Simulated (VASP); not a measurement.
Set up this calculation in VASP 6.6.1, as the native input.

```yaml
Task: band structure
Functional: AM05
Potentials_or_basis: VASP PAW PBE potentials, release 64 (Cu)
Cutoff: 520 eV
k_mesh: 13 × 13 × 13
Occupations: fermi-dirac, width 0.05 eV
Spin: no spin polarisation
Further_INCAR_settings: ALGO = Normal; EDIFF = 1e-07
```

The structure of Cu lies in POSCAR:

```
Cu
1.0
    0.0000000000      1.8075000000      1.8075000000
    1.8075000000      0.0000000000      1.8075000000
    1.8075000000      1.8075000000      0.0000000000
Cu
1
Direct
    0.0000000000      0.0000000000      0.0000000000
```

These files were run (other wordings do the same):

INCAR

```
PREC = Accurate
ENCUT = 520
EDIFF = 1E-7
ISMEAR = -1
SIGMA = 0.05
LREAL = False
LASPH = True
NELM = 80
ALGO = Normal
ISIF = 2
LWAVE = False
LCHARG = False
LMAXMIX = 4
GGA = AM
```

KPOINTS

```
Automatic mesh
0
Gamma
  13 13 13
```

KPOINTS_OPT

```
path GXWKGLUWLK,UX
20
line-mode
reciprocal
 0.0000000000  0.0000000000  0.0000000000  G
 0.5000000000  0.0000000000  0.5000000000  X

 0.5000000000  0.0000000000  0.5000000000  X
 0.5000000000  0.2500000000  0.7500000000  W

 0.5000000000  0.2500000000  0.7500000000  W
 0.3750000000  0.3750000000  0.7500000000  K

 0.3750000000  0.3750000000  0.7500000000  K
 0.0000000000  0.0000000000  0.0000000000  G

 0.0000000000  0.0000000000  0.0000000000  G
 0.5000000000  0.5000000000  0.5000000000  L

 0.5000000000  0.5000000000  0.5000000000  L
 0.6250000000  0.2500000000  0.6250000000  U

 0.6250000000  0.2500000000  0.6250000000  U
 0.5000000000  0.2500000000  0.7500000000  W

 0.5000000000  0.2500000000  0.7500000000  W
 0.5000000000  0.5000000000  0.5000000000  L

 0.5000000000  0.5000000000  0.5000000000  L
 0.3750000000  0.3750000000  0.7500000000  K

 0.6250000000  0.2500000000  0.6250000000  U
 0.5000000000  0.0000000000  0.5000000000  X
```

Potentials or basis: VASP PAW PBE potentials, release 64 (Cu).

The run is started by

```bash
$ cat potpaw_PBE.64/Cu/POTCAR > POTCAR
$ mpirun -np 1 vasp_std > vasp.out
```

Results of the run:

| Quantity | Value |
| --- | --- |
| Pressure | -6.1 GPa |
| Band gap along the path | none (metal or under the smearing width) |

Caveat: the PAW data sets were made with another functional, which shifts forces and pressure a little.

Wall time 12 s on 1 thread of AMD EPYC 9R45 96-Core Processor (Zen 5), on a shared host, peak memory 0.11 GiB.
